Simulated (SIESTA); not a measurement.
Runs of SIESTA 5.4.2 on Cs. The cell holds a slab with vacuum, 4 atoms: a = 5.566 Å, b = 5.566 Å, c = 28.888 Å, α = 90.00°, β = 90.00°, γ = 120.00°. The slab is cut from a database's or a generator's crystal, which needn't be the stable form of the element.

```tsv
potentials or basis	gap on the mesh (eV)	largest force (eV/Å)	work function (eV)
PseudoDojo 0.4 standard (PBE files), SZP (energy shift 0.003 Ry; d shell added on Cs)	none	0.04	(a)
PseudoDojo 0.4 standard (PBE files), TZP (energy shift 0.003 Ry; two zetas on semicore shells; d shell added on Cs)	none	0.04	1.46
PseudoDojo 0.4 standard (PBE files), TZDP (energy shift 0.003 Ry; two zetas on semicore shells; d shell added on Cs)	none	0.04	1.47
PseudoDojo 0.4 standard (PBE files), DZP (energy shift 0.003 Ry; two zetas on semicore shells; d shell added on Cs)	none	0.04	1.47
PseudoDojo 0.4 standard (PBE files), DZDP (energy shift 0.003 Ry; two zetas on semicore shells; d shell added on Cs)	none	0.04	1.49
```

Alike in all rows: task single point; level PBE; no spin polarisation; cell as given; k mesh 6 × 6 × 1; smearing fermi-dirac 0.05 eV; grid cutoff 500 Ry; energy shift 0.003 Ry.

Question: Estimate the missing entries.

Answer: (a) 1.43.

Caveats: the basis of atomic orbitals isn't converged, which shifts pressures, moduli and gaps.

A k mesh can miss the band edges, and the runs leave out spin-orbit coupling on Cs.

A gap of «none» marks a metal or a gap under the smearing width.
